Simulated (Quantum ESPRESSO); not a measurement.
# TePb under changes of volume

One of the cells (32.055 Å³/atom); the others are scaled copies at fixed shape and fractional positions:

```
CELL_PARAMETERS angstrom
4.00229 0.00000 0.00000
0.00000 4.00229 0.00000
0.00000 0.00000 4.00229
ATOMIC_POSITIONS crystal
Pb 0.00000 0.00000 0.00000
Te 0.50000 0.50000 0.50000
```

Measurements of this composition are mostly on another form, of space group No. 225.

| Item | Value |
| --- | --- |
| Program | Quantum ESPRESSO 7.5 |
| Functional | LDA |
| Potentials or basis | PseudoDojo 0.4.1 SR LDA standard |
| Cutoff | 1088 eV |
| Density cutoff | 4354 eV |
| k mesh | 7 × 7 × 7 |
| Occupations | fermi-dirac, width 0.05 eV |
| Spin | no spin polarisation |

```csv
volume (Å³/atom),energy over the lowest point (meV/atom),pressure (GPa)
30.132,0.00,-1.6
30.773,7.91,-2.4
31.414,19.11,-3.2
32.055,33.26,-3.9
32.696,50.07,-4.6
33.337,69.27,-5.1
33.978,?,?
```

Q: What does the run at 33.978 Å³/atom give?

A: Energy over the lowest point 90.61 meV/atom; pressure -5.6 GPa.

Worked out: A Birch-Murnaghan fit of order 3 (a polynomial in V^(-2/3)) to the other rows has no minimum within the range. It gives 90.62 meV/atom at 33.978 Å³/atom, against the run's 90.61, and -dE/dV = -5.6 GPa, against -5.6.

Energies are extrapolated to zero smearing.
